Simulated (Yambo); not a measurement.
An input for Yambo 5.3.0 (WC):

File optics6.in:

```
optics
chi
DipApproach= "Covariant"
Chimod= "IP"
% BndsRnXd
 1 | 39 |
%
% LongDrXd
 1 | 1 | 0 |
%
% QpntsRXd
 1 | 1 |
%
% EnRngeXd
 0 | 15 | eV
%
% DmRngeXd
 0.3 | 0.3 | eV
%
ETStpsXd= 300
```

scf.in

```
&CONTROL
  calculation = 'scf'
  prefix = 'pwscf'
  outdir = './tmp'
  pseudo_dir = './pseudo'
/
&SYSTEM
  ibrav = 0
  nat = 2
  ntyp = 2
  ecutwfc = 82
  nbnd = 15
  occupations = 'smearing'
  smearing = 'fd'
  degauss = 0.00367493
  force_symmorphic = .true.
/
&ELECTRONS
  conv_thr = 4d-10
  electron_maxstep = 120
  mixing_beta = 0.5
/
ATOMIC_SPECIES
W    183.8400 W.upf
C     12.0110 C.upf
CELL_PARAMETERS bohr
   0.0000000000    4.1435722378    4.1435722378
   4.1435722378    0.0000000000    4.1435722378
   4.1435722378    4.1435722378    0.0000000000
ATOMIC_POSITIONS bohr
W      0.0000000000    0.0000000000    0.0000000000
C      4.1435722378    4.1435722378    4.1435722378
K_POINTS automatic
20 20 20 0 0 0
```

Contents of nscf.in:

```
&CONTROL
  calculation = 'nscf'
  prefix = 'pwscf'
  outdir = './tmp'
  pseudo_dir = './pseudo'
/
&SYSTEM
  ibrav = 0
  nat = 2
  ntyp = 2
  ecutwfc = 82
  nbnd = 39
  occupations = 'smearing'
  smearing = 'fd'
  degauss = 0.00367493
  force_symmorphic = .true.
/
&ELECTRONS
  conv_thr = 1d-08
  diago_full_acc = .true.
  diago_thr_init = 1d-06
/
ATOMIC_SPECIES
W    183.8400 W.upf
C     12.0110 C.upf
CELL_PARAMETERS bohr
   0.0000000000    4.1435722378    4.1435722378
   4.1435722378    0.0000000000    4.1435722378
   4.1435722378    4.1435722378    0.0000000000
ATOMIC_POSITIONS bohr
W      0.0000000000    0.0000000000    0.0000000000
C      4.1435722378    4.1435722378    4.1435722378
K_POINTS automatic
20 20 20 0 0 0
```

Potentials or basis: PseudoDojo 0.4.1 SR PBEsol standard.

The run is started by

```console
$ OMP_NUM_THREADS=1 pw.x -in scf.in > scf.out
$ OMP_NUM_THREADS=1 pw.x -in nscf.in > nscf.out
$ cd tmp/pwscf.save; p2y; mv SAVE ../..; cd ../..
$ OMP_NUM_THREADS=1 yambo
$ OMP_NUM_THREADS=1 yambo -F optics6.in -J optics6 -C optics6_out
```

Question: Does this run start?

Answer: The run stopped without a result. It printed:

Yambo's report:

```text
[... sections 02.01 to 02.04 as in the set-up run ...]

  [02.05] Energies & Occupations
  ==============================

  [X] === General ===
  [X] Electronic Temperature                        :  0.258606E-1   300.100    [eV K]
  [X] Bosonic    Temperature                        :  0.258606E-1   300.100    [eV K]
  [X] Finite Temperature mode                       : yes
  [X] El. density                                   :  0.85372E+24 [cm-3]
[... 79 lines left out ...]

  [04.01] Setup: observables and procedures
  =========================================

   Smallest q vectors (crystal coordinates) :
        0.050000      0.050000      0.050000
   Smallest g0 vector in each direction: positive:   8   7   6
                                         negative:   3   4   5
   Lenght of G vectors in each direction:     1.31321425    1.31321425    1.31321425

  [ERROR] STOP signal received while in[04.01] Setup: observables and procedures

  [ERROR] Covariant dipoles not implemented for metals
```

Among its messages:

```text
[X] Metallic system
```
